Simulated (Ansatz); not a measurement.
## KBr: energy along a strain

KBr, Fm-3m, a = 6.585 Å (as given, not relaxed at this level: 0.2 GPa). Ansatz: r2SCAN, PAW, 500 eV, Γ-centred 6×6×6 mesh on 2 atoms, Gaussian smearing 0.05 eV; no spin polarisation. Cell vectors (Å): 0.000 3.292 3.292; 3.292 0.000 3.292; 3.292 3.292 0.000. The cell is strained by x per cent times the pattern (0 0 0 0 1 0) in the order xx yy zz yz xz xy (engineering shears), with fractional coordinates held. y is the free energy over the start, V0 = 35.693 Å³/atom. Symmetry makes y even in x. Points with a strain past 8.5 % were computed too (2) and aren't used here.

| x (%) | y (meV/atom) |
| --- | --- |
| -5.00 | 1.49 |
| 0.00 | 0.00 |
| 1.25 | 0.09 |
| 2.50 | 0.37 |
| 3.75 | 0.84 |
| 6.25 | 2.34 |
| 7.50 | ? |

Q: Fit y = c2 x² + c4 x⁴ to the other rows, get the stiffness along the pattern, and predict the missing energy.

A: Least squares on the rows shown. y = 0.05930 x² + 1.524×10⁻⁵ x⁴. The clamped-ion stiffness p·C·p = 2 × 0.5930 eV × 160.2 / 35.693 Å³ = 5.3 GPa, which is C55 in these axes (C44 of the cubic crystal). At x = 7.50 the fit asked for gives 3.38 meV/atom. The run gave 3.37 meV/atom, so the fit is 0.01 meV/atom too high, a small miss on the scale of the series.